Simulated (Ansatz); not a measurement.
## SiGe: zone-centre modes

Level of theory: DFT r2SCAN, scalar-relativistic, plane waves, PAW in Ansatz. The runs took a 500 eV cutoff, a Γ-centred 8×4×4 mesh and Gaussian smearing (0.05 eV). No spin polarisation.

The undisturbed cell (relaxed at this level; it needn't be the usual structure):

```
Si Ge
1.0
    -3.90438    0.00000    0.00000
     0.00000    0.00000   -6.45368
     0.00000   -6.76258    0.00000
Si Ge
4 4
Direct
  0.00000 0.12553 0.33333
  0.50000 0.12553 0.83333
  0.50000 0.62553 0.16667
  0.00000 0.62553 0.66667
  0.00000 0.49947 0.33333
  0.50000 0.49947 0.83333
  0.50000 0.99947 0.16667
  0.00000 0.99947 0.66667
```

Harmonic modes by finite displacements of 0.02 Å, without the LO–TO term. The cell doubles the primitive one, so its zone centre also holds the primitive cell's point q = (0, 1/2, 0).

Q: At this geometry, is the structure stable against these modes?

A: Yes: no mode is imaginary beyond 10 cm⁻¹, and only the three translations lie near zero.

Q: List the wavenumbers in cm⁻¹.

A: 0, 0, 0, 77, 78, 81, 103, 127, 150, 207, 222, 237, 364, 371, 378, 388, 393, 396, 399, 399, 412, 413, 413, 413.

Cost: 1 run of about 4.9 core-minutes, on Intel Xeon 6975P-C (Granite Rapids) (shared hosts).